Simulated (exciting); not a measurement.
# K (Im-3m) in exciting: notebook

The runs below take K through equation of state, band structure, with APBE, SOGGA exchange with PBE correlation.

Everything below comes from runs of exciting (release sodium). Logs are shortened: lines on timing, memory, paths and dates and some standing lists are left out, and cuts for length are marked.

**1. Starting point**

The structure is cubic, space group Im-3m (No. 229). Conventional cell: a = 5.395 Å, b = 5.395 Å, c = 5.395 Å, α = 90.00°, β = 90.00°, γ = 90.00°.

**2. Equation of state, APBE, 73.81 Å³/atom (volume scaled by 0.94)**

Contents of input.xml:

```xml
<input>
  <title>K</title>
  <structure speciespath="./" tshift="false">
    <crystal scale="1">
      <basevect>-4.993583994085 4.993583994085 4.993583994085</basevect>
      <basevect>4.993583994085 -4.993583994085 4.993583994085</basevect>
      <basevect>4.993583994085 4.993583994085 -4.993583994085</basevect>
    </crystal>
    <species speciesfile="K.xml" rmt="2.2">
      <atom coord="0.000000000000 0.000000000000 0.000000000000"/>
    </species>
  </structure>
  <groundstate do="fromscratch" ngridk="4 4 4" rgkmax="8.5" gmaxvr="14" lmaxapw="10" lmaxmat="10" lmaxvr="8" stype="Gaussian" swidth="0.00183747" nempty="8" ValenceRelativity="iora*" epsengy="1e-05" epspot="1e-05" maxscl="60" outputlevel="normal">
    <libxc exchange="XC_GGA_X_APBE" correlation="XC_GGA_C_APBE"/>
  </groundstate>
</input>
```

Potentials or basis: all-electron LAPW+lo, shipped species files, valence relativity iora*.

Launch:

```bash
OMP_NUM_THREADS=1 exciting_smp
```

INFO.OUT:

```text
================================================================================
EXCITING SODIUM started
[... 10 lines left out ...]

 Lattice vectors (cartesian) :
     -4.9935839941      4.9935839941      4.9935839941
      4.9935839941     -4.9935839941      4.9935839941
      4.9935839941      4.9935839941     -4.9935839941

 Reciprocal lattice vectors (cartesian) :
      0.0000000000      0.6291258257      0.6291258257
      0.6291258257      0.0000000000      0.6291258257
      0.6291258257      0.6291258257      0.0000000000

 Unit cell volume                           :     498.0776670770
 Brillouin zone volume                      :       0.4980151286

 Species :    1 (K)
     parameters loaded from                 :    K.xml
     name                                   :    potassium
     nuclear charge                         :     -19.00000000
     electronic charge                      :      19.00000000
     atomic mass                            :   71271.84085000
     muffin-tin radius                      :       2.20000000
     # of radial points in muffin-tin       :     350

     atomic positions (lattice) :
       1 :   0.00000000  0.00000000  0.00000000

 Total number of atoms per unit cell        :       1

 Spin treatment                             :    spin-unpolarised

 Number of Bravais lattice symmetries       :      48
 Number of crystal symmetries               :      48

 k-point grid                               :       4    4    4
 Total number of k-points                   :       8
 k-point set is reduced with crystal symmetries

 R^MT_min * |G+k|_max (rgkmax)              :       8.50000000
 Species with R^MT_min                      :       1 (K)
 Maximum |G+k| for APW functions            :       3.86363636
 Maximum |G| for potential and density      :      14.00000000

 G-vector grid sizes                        :      40    40    40
 Total number of G-vectors                  :   23215

 Maximum angular momentum used for
     APW functions                          :      10
     computing H and O matrix elements      :      10
     potential and density                  :       8
     inner part of muffin-tin               :       2

 Total nuclear charge                       :     -19.00000000
 Total electronic charge                    :      19.00000000
 Total core charge                          :      10.00000000
 Total valence charge                       :       9.00000000

 Number of empty states                     :       8
 Total number of valence states             :      13

 Maximum Hamiltonian size                   :     504
 Maximum number of plane-waves              :     496
 Total number of local-orbitals             :       8

 Exchange-correlation type                  :     100
     libxc; exchange: mu fixed from the semiclassical neutral atom; correlation: mu fixed from the semiclassical neutral atom (see libxc for references)

 Smearing scheme                            :    Gaussian
 Smearing width                             :       0.00183747

 Using multisecant Broyden potential mixing
[... 6 lines left out ...]
* Groundstate module started                                                   *
********************************************************************************
 Output level for this task is set to normal

++++++++++++++++++++++++++++++++++++++++++++++++++++++++++++++++++++++++++++++++
[... 5 lines left out ...]
+ SCF iteration number :    1                                                  +
++++++++++++++++++++++++++++++++++++++++++++++++++++++++++++++++++++++++++++++++
 Total energy                               :      -602.71995986
 _______________________________________________________________
 Fermi energy                               :         0.03351634
 Kinetic energy                             :       606.57445248
 Coulomb energy                             :     -1175.56589463
 Exchange energy                            :       -33.03038372
 Correlation energy                         :        -0.69813399

 DOS at Fermi energy (states/Ha/cell)       :       229.02811752

 Electron charges :
     core                                   :        10.00000000
     core leakage                           :         0.00000069
     valence                                :         9.00000000
     interstitial                           :         1.70000861
     charge in muffin-tin spheres :
                  atom     1     K          :        17.29999139
     total charge in muffin-tins            :        17.29999139
     total charge                           :        19.00000000

++++++++++++++++++++++++++++++++++++++++++++++++++++++++++++++++++++++++++++++++
+ SCF iteration number :    2                                                  +
++++++++++++++++++++++++++++++++++++++++++++++++++++++++++++++++++++++++++++++++
 Total energy                               :      -602.61014659
 _______________________________________________________________
 Fermi energy                               :         0.03369069
 Kinetic energy                             :       606.59325395
 Coulomb energy                             :     -1175.47854811
 Exchange energy                            :       -33.02669556
 Correlation energy                         :        -0.69815687

 DOS at Fermi energy (states/Ha/cell)       :       229.02813048

 Electron charges :
     core                                   :        10.00000000
     core leakage                           :         0.00000069
     valence                                :         9.00000000
     interstitial                           :         1.70040599
     charge in muffin-tin spheres :
                  atom     1     K          :        17.29959401
     total charge in muffin-tins            :        17.29959401
     total charge                           :        19.00000000
[... 217 lines left out ...]
 RMS change in effective potential (target) :  0.369341E-08  ( 0.100000E-04)
 Absolute change in total energy   (target) :  0.107658E-06  ( 0.100000E-04)
 Charge distance                   (target) :  0.299673E-08  ( 0.100000E-04)

++++++++++++++++++++++++++++++++++++++++++++++++++++++++++++++++++++++++++++++++
+ SCF iteration number :   11                                                  +
++++++++++++++++++++++++++++++++++++++++++++++++++++++++++++++++++++++++++++++++
 Total energy                               :      -602.42642483
 _______________________________________________________________
 Fermi energy                               :         0.03352526
 Kinetic energy                             :       606.59477500
 Coulomb energy                             :     -1175.30243947
 Exchange energy                            :       -33.02046433
 Correlation energy                         :        -0.69829603

 DOS at Fermi energy (states/Ha/cell)       :       229.02799391

 Electron charges :
     core                                   :        10.00000000
     core leakage                           :         0.00000069
     valence                                :         9.00000000
     interstitial                           :         1.69971090
     charge in muffin-tin spheres :
                  atom     1     K          :        17.30028910
     total charge in muffin-tins            :        17.30028910
     total charge                           :        19.00000000

 RMS change in effective potential (target) :  0.382780E-09  ( 0.100000E-04)
 Absolute change in total energy   (target) :  0.534807E-07  ( 0.100000E-04)
 Charge distance                   (target) :  0.544726E-09  ( 0.100000E-04)

++++++++++++++++++++++++++++++++++++++++++++++++++++++++++++++++++++++++++++++++
| Convergency criteria checked for the last 2 iterations                       +
| Convergence targets achieved. Performing final SCF iteration                 +
++++++++++++++++++++++++++++++++++++++++++++++++++++++++++++++++++++++++++++++++
 Total energy                               :      -602.42642493
 _______________________________________________________________
 Fermi energy                               :         0.03352526
 Kinetic energy                             :       606.59477498
 Coulomb energy                             :     -1175.30243955
 Exchange energy                            :       -33.02046434
 Correlation energy                         :        -0.69829603

 DOS at Fermi energy (states/Ha/cell)       :       229.02799785

 Electron charges :
     core                                   :        10.00000000
     core leakage                           :         0.00000069
     valence                                :         9.00000000
     interstitial                           :         1.69971090
     charge in muffin-tin spheres :
                  atom     1     K          :        17.30028910
     total charge in muffin-tins            :        17.30028910
     total charge                           :        19.00000000

++++++++++++++++++++++++++++++++++++++++++++++++++++++++++++++++++++++++++++++++
[... 7 lines left out ...]

--------------------------------------------------------------------------------
- CAUTION! Warnings have been written in file WARNING.OUT !                    -
--------------------------------------------------------------------------------
================================================================================
| EXCITING SODIUM stopped                                                      =
================================================================================
```

Run time: 31 s. Hardware: 1 thread of Arm Neoverse V1, shared host; peak memory 0.13 GiB.

What came out:

```
Free energy                                       : -16392.8687 eV
Band gap on the k mesh                            : none (metal or under the smearing width)
All electrons inside the program's atomic spheres : K 17.30 (radii K 2.2 bohr)
```

Caveat: the k mesh is coarse (spacing up to 0.42 Å⁻¹), so the values aren't converged; the log's total energy holds no entropy term; the free energy is that total less TS from the occupations.

[end of part 1 of 2]
